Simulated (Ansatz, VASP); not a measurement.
**TaN in VASP and in Ansatz**

Contents of INCAR:

```
PREC = Accurate
ENCUT = 520
EDIFF = 1E-6
ISMEAR = 0
SIGMA = 0.15
LREAL = F
LASPH = T
NELM = 80
ALGO = Normal
ISIF = 2
LWAVE = F
LCHARG = F
GGA = PS
NBANDS = 15
```

The input KPOINTS:

```
regular mesh
0
Gamma
  24 24 20
```

Contents of POSCAR:

```
TaN
1.0
    2.6900699212      0.0000000000      0.0000000000
   -1.3450349606      2.3296688897      0.0000000000
    0.0000000000      0.0000000000      2.6410694312
Ta N
1 1
Direct
    0.3333333333      0.6666666667      0.5000000000
    0.0000000000      0.0000000000      0.0000000000
```

Input for Ansatz:

```yaml
crystal:
  lattice:
    - [2.6900699212, 0.0, 0.0]
    - [-1.3450349606, 2.3296688897, 0.0]
    - [0.0, 0.0, 2.6410694312]
  atoms:
    - { symbol: Ta, position: [0.3333333333, 0.6666666667, 0.5] }
    - { symbol: "N", position: [0.0, 0.0, 0.0] }
basis:
  ecutwfc: 420
kpoints:
  mp_grid: { grid: [24, 24, 20] }
hamiltonian:
  xc: pbesol
scf:
  occupations: { method: gaussian, width: 0.15 }
output:
  forces: true
  stress: true
  eigenvalues: true
```

Change from the starting cell: strain -0.080 along x and y, -0.080 along z, atoms carried along.

Alike in both runs: task single point; functional PBEsol; k mesh 24 × 24 × 20; occupations gaussian, width 0.15 eV; no spin polarisation.

|  | VASP | Ansatz |
| --- | --- | --- |
| version | VASP 6.6.1 | Ansatz 0.2.0 |
| potentials or method | VASP PAW PBE potentials, release 64 (Ta_pv, N) | scalar-relativistic, plane waves, PAW |
| plane-wave cutoff (eV) | 520 | 420 |
| valence electrons in the cell | 16 | 18 |

Ansatz gave:

| Property | Result |
| --- | --- |
| gap on the k mesh at the Fermi level (eV) | none |
| pressure (GPa) | 154.1 |
| largest component of the traceless stress (GPa) | 11.61 |

Estimate VASP's values.

gap on the k mesh at the Fermi level (eV): none; pressure (GPa): 157.8; largest component of the traceless stress (GPa): 12.11.

A gap of «none» marks a metal or a gap that the smearing closes. The two sets of potentials don't hold the same shells in valence.

Caveats: the cell as given lies far from equilibrium; so large a pressure means that the cell lies far from this level's equilibrium, or that cutoff or potentials fall short (VASP); the potentials were made for another functional, which shifts forces and pressure (VASP). Spin-orbit coupling is left out, which matters for the levels of Ta.
